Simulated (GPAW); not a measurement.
# CdO2 (P-3m1) in GPAW: equation of state with r2SCAN

Aim: the equation of state of CdO2 with r2SCAN.

Everything below comes from runs of GPAW 26.7.0. Logs are shortened: lines on timing, memory, paths and dates and some standing lists are left out, and cuts for length are marked. The log counts tension as positive stress, the text compression.

**1. The structure**

It takes space group P-3m1 (No. 164, trigonal). The conventional cell has a = 3.476 Å, b = 3.476 Å, c = 4.148 Å, α = 90.00°, β = 90.00°, γ = 120.00°. Cd (site symmetry -3m) is surrounded by 6 O at 2.25 Å. O (site symmetry 3m) has 3 Cd at 2.25 Å as nearest neighbours.

The cell comes from a database or a generator and needn't be the stable form of this composition.

**2. Equation of state, r2SCAN**

File run.py:

```python
from ase import Atoms
from ase.eos import EquationOfState
from ase.io import Trajectory
from ase.units import GPa
from ase.parallel import parprint
from gpaw import GPAW, PW

atoms = Atoms(['Cd', 'O', 'O'],
              cell=[[3.4762295762, 0.0, 0.0],
                    [-1.7381147881, 3.0105031223, 0.0],
                    [0.0, 0.0, 4.148076]],
              scaled_positions=[[0.0, 0.0, 0.0],
                                [0.3333333333, 0.6666666667, 0.244219],
                                [0.6666666667, 0.3333333333, 0.755781]],
              pbc=True)

traj = Trajectory('eos.traj', 'w')
volumes, energies = [], []
for x in [0.94, 0.96, 0.98, 1.0, 1.02, 1.04, 1.06]:
    a = atoms.copy()
    a.set_cell(atoms.cell * x**(1 / 3), scale_atoms=True)
    calc = GPAW(mode=PW(800),
                xc='MGGA_X_R2SCAN+MGGA_C_R2SCAN',
                kpts={'size': (7, 7, 5), 'gamma': True},
                occupations={'name': 'fermi-dirac', 'width': 0.05},
                nbands=22,
                convergence={'density': 1e-05, 'energy': 1e-05},
                maxiter=150,
                txt=f'eos-{x:.2f}.txt')
    a.calc = calc
    energies.append(a.get_potential_energy(force_consistent=True))
    volumes.append(a.get_volume())
    p = -a.get_stress()[:3].mean() / GPa
    calc.write(f'eos-{x:.2f}.gpw')
    traj.write(a)
    parprint(f'{x:.2f} {volumes[-1]:10.4f} A^3 {energies[-1]:14.6f} eV {p:9.3f} GPa', flush=True)

v0, e0, B = EquationOfState(volumes, energies, eos='birchmurnaghan').fit()
parprint(f'V0 = {v0:.4f} A^3, E0 = {e0:.6f} eV, B0 = {B / GPa:.2f} GPa')
```

Potentials or basis: GPAW PAW data sets (gpaw-data 1.2.1), pw.

Command:

```bash
> OMP_NUM_THREADS=1 mpirun -n 4 gpaw python run.py
```

Log:

```text
__  _  _
 | _ |_)|_||  |
 |__||  | ||/\| - 26.7.0

Input parameters:
  mode=PW(ecut=800.0),
  convergence={'density': 1e-05, 'energy': 1e-05},
  kpts=MonkhorstPack(size=(7, 7, 5), gamma=True),
  maxiter=150,
  nbands=22,
  occupations=Occupations(name='fermi-dirac', width=0.05),
  xc=XC(name='MGGA_X_R2SCAN+MGGA_C_R2SCAN')

Diagonalizing LCAO Hamiltonian
Converting LCAO to pw mode

            O

         O

       Cd

Atoms  # Å, Bohr magnetons
|   | symbol |         x |        y |        z |    initial magnetic moments |
|---|--------|-----------|----------|----------|-----------------------------|
| 0 |     Cd |  0.000000 | 0.000000 | 0.000000 | ( 0.0000,  0.0000,  0.0000) |
| 1 |      O | -0.000000 | 1.966031 | 0.992359 | ( 0.0000,  0.0000,  0.0000) |
| 2 |      O |  1.702633 | 0.983016 | 3.071039 | ( 0.0000,  0.0000,  0.0000) |

Unit cell  # Å
| periodic |         x |        y |        z |  lengths |     angles |
|----------|-----------|----------|----------|----------|------------|
|      yes |  3.405266 | 0.000000 | 0.000000 | 3.405266 |  90.000000 |
|      yes | -1.702633 | 2.949047 | 0.000000 | 3.405266 |  90.000000 |
|      yes |  0.000000 | 0.000000 | 4.063398 | 4.063398 | 120.000000 |

Number of symmetries: 12
Symmetry operations  # r_c * U_cc + t_c -> r_c
|    | kind |            matrix            |
|----|------|------------------------------|
|  0 |  σ   |  1, 1, 0,  0,-1, 0,  0, 0, 1 |
|  1 |  S6  |  1, 1, 0, -1, 0, 0,  0, 0,-1 |
|  2 |  E   |  1, 0, 0,  0, 1, 0,  0, 0, 1 |
|  3 |  C2  |  1, 0, 0, -1,-1, 0,  0, 0,-1 |
|  4 |  C2  |  0, 1, 0,  1, 0, 0,  0, 0,-1 |
|  5 |  C3  |  0, 1, 0, -1,-1, 0,  0, 0, 1 |
|  6 |  S6  |  0,-1, 0,  1, 1, 0,  0, 0,-1 |
|  7 |  σ   |  0,-1, 0, -1, 0, 0,  0, 0, 1 |
|  8 |  σ   | -1, 0, 0,  1, 1, 0,  0, 0, 1 |
|  9 |  i   | -1, 0, 0,  0,-1, 0,  0, 0,-1 |
| 10 |  C3  | -1,-1, 0,  1, 0, 0,  0, 0, 1 |
| 11 |  C2  | -1,-1, 0,  0, 1, 0,  0, 0,-1 |

BZ-sampling:
  Number of BZ points: 245
  Number of IBZ points: 32

  Monkhorst-Pack size: [7, 7, 5]
  Monkhorst-Pack shift: [0, 0, 0]

K-points  # in reciprocal-cell coordinates
|     |                                coordinates |     weight |
|-----|--------------------------------------------|------------|
|   0 | (  0.00000000,   0.00000000,   0.00000000) | 0.00408163 |
|   1 | (  0.00000000,   0.00000000,   0.20000000) | 0.00816327 |
|   2 | (  0.00000000,   0.00000000,   0.40000000) | 0.00816327 |
|   3 | (  0.14285714,   0.00000000,  -0.40000000) | 0.02448980 |
|   4 | (  0.14285714,   0.00000000,  -0.20000000) | 0.02448980 |
|   5 | (  0.14285714,   0.00000000,   0.00000000) | 0.02448980 |
|   6 | (  0.14285714,   0.00000000,   0.20000000) | 0.02448980 |
|   7 | (  0.14285714,   0.00000000,   0.40000000) | 0.02448980 |
|   8 | (  0.28571429,  -0.14285714,   0.00000000) | 0.02448980 |
|   9 | (  0.28571429,  -0.14285714,   0.20000000) | 0.04897959 |
| ... |                                            |            |
|  31 | (  0.42857143,   0.42857143,   0.40000000) | 0.04897959 |

Plane wave coefficients: 2116
Cutoff: 800.0 eV

Spin-components: 1 (collinear spins)
Bands:           22
Projectors:      16
Spin-degeneracy: 2
Datatype:        complex128

Parallelization:
  kpt:    4
  domain: 1
  band:   1

Density:
  Valence electrons: 24.0
  Components: 1
  Grid points: [24 24 27]
  Charge: 0.0  # |e|

Potential:
  Grid points: [24 24 27]

species:
  Cd:
    name:    Cadmium
    Z:       48.0
    valence: 12
    core:    36
    charge:  0.0  # [|e|]
    compensation charges:
      type: gauss
      rc: 0.38  # [Å]
      lmax: 2
    cutoffs:
      filter: 2.12  # [Å]
      core: 2.62  # [Å]
    projectors
    | kind |    occ | energy [eV] | rcut [Å] |
    |------|--------|-------------|----------|
    |   5s |  2.000 |      -5.655 |    1.191 |
    |   5p |  0.000 |      -1.186 |    1.228 |
    |   4d | 10.000 |     -11.739 |    1.164 |
    |    s |        |      21.556 |    1.191 |
    |    p |        |      26.026 |    1.228 |
    |    d |        |      15.473 |    1.164 |

    Using partial waves for Cd as LCAO basis

  O:
    name:    Oxygen
    Z:       8.0
    valence: 6
    core:    2
    charge:  0.0  # [|e|]
    compensation charges:
      type: gauss
      rc: 0.21  # [Å]
      lmax: 2
    cutoffs:
      filter: 1.17  # [Å]
      core: 0.83  # [Å]
    projectors
    | kind |    occ | energy [eV] | rcut [Å] |
    |------|--------|-------------|----------|
    |   2s |  2.000 |     -23.961 |    0.688 |
    |   2p |  4.000 |      -9.029 |    0.598 |
    |    s |        |       3.251 |    0.688 |
    |    p |        |      18.182 |    0.598 |
    |    d |        |       0.000 |    0.619 |

    Using partial waves for O as LCAO basis

Reference energy: -156254.822939  # eV

eigensolver:
  PPCG
  Converge bands: occupied
  niter=2

density mixing:
  MSR1-Mixer
  Pratt-step length: 0.05
  Maximum mixing coefficient: 0.75
  Old densities: 10
  SVD Regularization: 0.005
  Good broyden scale: 1.0
  Trust region scale: 1.0
  Backstep threshold: 4.0
  History deletion threshold: 6.0
  Fourier metric: weight=20.0, sigma=0.015

occupation numbers:
  Fermi-Dirac:
    width: 0.0500  # eV

poisson solver:
  ecut: 6400.0  # eV

xc functional:
  name: MGGA_X_R2SCAN+MGGA_C_R2SCAN with 2 nearest neighbor stencil

convergence criteria:
- Maximum integral of absolute [dens]ity change: 1e-05 electrons / valence electron
- Maximum [total energy] change in last 3 cyles: 1e-05 eV / valence electron
- Maximum integral of absolute [eigenst]ate change: 4e-08 eV^2 / valence electron
maximum number of iterations: 150

SCF iterations
|iter     | |      energy | eigst |  dens |
|---------|-|-------------|-------|-------|
|iter:   1| |  -35.701479 | -0.32 |       |
|iter:   2| |  -28.048155 | -1.19 | -0.94 |
|iter:   3| |  -27.060274 | -1.43 | -1.02 |
|iter:   4| |  -27.084007 | -2.19 | -1.43 |
|iter:   5| |  -27.124073 | -2.40 | -1.57 |
|iter:   6| |  -27.124869 | -3.73 | -2.14 |
|iter:   7| |  -27.123974 | -4.70 | -2.63 |
|iter:   8| |  -27.123849 | -5.55 | -2.96 |
|iter:   9| |  -27.123824c| -6.16 | -3.38 |
|iter:  10| |  -27.123824c| -7.32 | -4.06 |
|iter:  11| |  -27.123824c| -8.01c| -4.49 |
|iter:  12| |  -27.123824c| -8.38c| -5.40c|

Converged in 12 steps
Energy contributions relative to reference atoms: (reference = -156254.822939)

Energy contributions:
  Kinetic:          25.729802
  Coulomb:         -23.688787
  Zero:              0.303182
  External:          0.000000
  Xc:              -29.448470
  Entropy:          -0.039105
  Spinorbit:         0.000000
  ----------------------------
  Free energy:     -27.143376
  Extrapolated:    -27.123824

dipole moment: (-5.562628, -9.634754, -13.275419)  # |e|*Ang

Fermi level: 2.623
Eigenvalues  # (at kpt = [0.000, 0.000, 0.000])
| band index |      eig [eV] | occ [0-2] |
|------------|---------------|-----------|
|          0 |       -15.890 |     2.000 |
|        ... |               |           |
|          5 |        -3.954 |     2.000 |
|          6 |        -3.954 |     2.000 |
|          7 |         0.301 |     2.000 |
|          8 |         1.499 |     2.000 |
|          9 |         1.499 |     2.000 |
|         10 |         2.572 |     1.467 |
[... 9 lines left out ...]
|         20 |        23.878 |     0.000 |
|         21 |        23.878 |     0.000 |

No gap
No difference between direct/indirect transitions

Stress tensor  # eV/Ang^3
|        x |        y |        z |
|----------|----------|----------|
| 0.030839 | 0.000000 | 0.000000 |
| 0.000000 | 0.030839 | 0.000000 |
| 0.000000 | 0.000000 | 0.039193 |

# Writing to eos-0.94.gpw (mode='')
```

It took 2.7 min on 4 MPI ranks of Arm Neoverse V2, shared host; peak memory 0.64 GiB.

What came out:

* Equilibrium volume: 12.95 Å³/atom (rough: see the caveat)
* Bulk modulus at fixed shape and positions: 121 GPa (rough)

Energy against volume, from the lowest point:
| volume (Å³/atom) | energy (meV/atom) |
| --- | --- |
| 13.602 | 0.00 |
| 13.891 | 11.12 |
| 14.181 | 25.31 |
| 14.470 | 42.22 |
| 14.760 | 61.38 |
| 15.049 | 82.54 |
| 15.338 | 105.45 |

Caveat: the minimum lies outside the volumes run; the cell was scaled at fixed shape and fractional positions, which overstates the stiffness of a crystal with free parameters, most of all of layers and chains; the PAW data sets were made with another functional, which shifts forces and pressure a little.
